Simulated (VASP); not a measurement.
# LiH in VASP 6.6.1, single-point calculation

INCAR

```
PREC = Accurate
GGA = PE
ISIF = 2
LCHARG = .FALSE.
LWAVE = .FALSE.
LREAL = .FALSE.
NBANDS = 3
IBRION = -1
ENCUT = 520
BMIX = 3
NSW = 0
NELM = 120
SIGMA = 0.02
LASPH = .TRUE.
ISMEAR = -1
EDIFF = 1E-7
```

KPOINTS

```
KPOINTS created by Atomic Simulation Environment
0
Gamma
8 8 8
0 0 0
```

POSCAR

```
Li H
 1.0000000000000000
     2.5091000000000001    0.0855000000000000   -0.0250000000000000
     0.0855000000000000    2.4590999999999998    0.0516000000000000
    -0.0250000000000000    0.0516000000000000    2.5121000000000002
 Li  H
   1   1
Cartesian
 -0.0094626700000000  0.0687763500000000  2.4743886500000003
  1.2629678700000002  1.3044789900000000  1.2697196400000001
```

The recommended PBE PAW datasets give the neutral cell 4 valence electrons.

Command

```
mpirun -np 1 vasp_std
```

**Question.** Predict the outcome of this run.

**Answer.** It converged. Results: gap between bands v and c on the k mesh 0.78 eV; least direct gap on the k mesh 3.63 eV; pressure 0.7 GPa. Band v is the last that the valence electrons fill when counted band by band, and c is the next.

OSZICAR

```
N       E                     dE             d eps       ncg     rms          rms(c)
DAV:   1     0.378395656703E+01    0.37840E+01   -0.13297E+03  1569   0.120E+03
DAV:   2    -0.537218017737E+01   -0.91561E+01   -0.81205E+01  1935   0.147E+02
DAV:   3    -0.591063644027E+01   -0.53846E+00   -0.53846E+00  2334   0.355E+01
DAV:   4    -0.592865125049E+01   -0.18015E-01   -0.18015E-01  2091   0.644E+00
DAV:   5    -0.592885929297E+01   -0.20804E-03   -0.20804E-03  2370   0.610E-01    0.283E+00
DAV:   6    -0.580792839442E+01    0.12093E+00   -0.40436E-02  1692   0.176E+00    0.200E+00
DAV:   7    -0.565238342644E+01    0.15554E+00   -0.37786E-01  1665   0.556E+00    0.633E-01
DAV:   8    -0.566165348348E+01   -0.92701E-02   -0.45454E-02  2256   0.280E+00    0.205E-01
DAV:   9    -0.566084753714E+01    0.80595E-03   -0.36960E-03  1797   0.621E-01    0.818E-02
DAV:  10    -0.566119279529E+01   -0.34526E-03   -0.52103E-04  1908   0.357E-01    0.189E-02
DAV:  11    -0.566120145153E+01   -0.86562E-05   -0.27358E-05  1896   0.866E-02    0.888E-03
DAV:  12    -0.566120046684E+01    0.98469E-06   -0.36930E-06  1836   0.371E-02    0.170E-03
DAV:  13    -0.566120079640E+01   -0.32957E-06   -0.36460E-07  2124   0.104E-02    0.111E-03
DAV:  14    -0.566120091929E+01   -0.12288E-06   -0.82617E-08   849   0.516E-03    0.712E-04
DAV:  15    -0.566120086665E+01    0.52639E-07   -0.25171E-08   828   0.225E-03
   1 F= -.56612009E+01 E0= -.56612009E+01  d E =-.130631E-10
```

For comparison, a separate PBE run of the intended cell, on usual settings and not on those above, gives a gap of 0.78 eV on its mesh and a pressure of 0.7 GPa.
